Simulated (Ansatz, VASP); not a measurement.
**Mg3Te: VASP beside Ansatz**

```
Mg Te
1.0
    -2.13936    2.13936    5.28249
     2.13936   -2.13936    5.28249
     2.13936    2.13936   -5.28249
Mg Te
3 1
Direct
  0.50000 0.50000 0.00000
  0.75000 0.25000 0.50000
  0.25000 0.75000 0.50000
  0.00000 0.00000 0.00000
```

The cell comes from a database or a generator and needn't be the stable form of this composition.

Alike in both runs: task single point; functional PBE; k mesh 6 × 6 × 6; occupations gaussian, width 0.1 eV; no spin polarisation.

```csv
,VASP,Ansatz
version,VASP 6.6.1,Ansatz 0.2.0
potentials or method,"VASP PAW PBE potentials, release 64 (Mg, Te)","scalar-relativistic, plane waves, PAW"
plane-wave cutoff (eV),520,420
valence electrons in the cell,12,46
```

Ansatz gave:

```
gap on the k mesh at the Fermi level (eV)       : none
pressure (GPa)                                  : 0.1
largest component of the traceless stress (GPa) : 0.10
```

Task: Estimate VASP's values.

Result: gap on the k mesh at the Fermi level (eV): none; pressure (GPa): 0.0; largest component of the traceless stress (GPa): 0.09.

A gap of «none» marks a metal or a gap that the smearing closes. The two sets of potentials don't hold the same shells in valence.

Spin-orbit coupling is left out, which matters for the levels of Te.
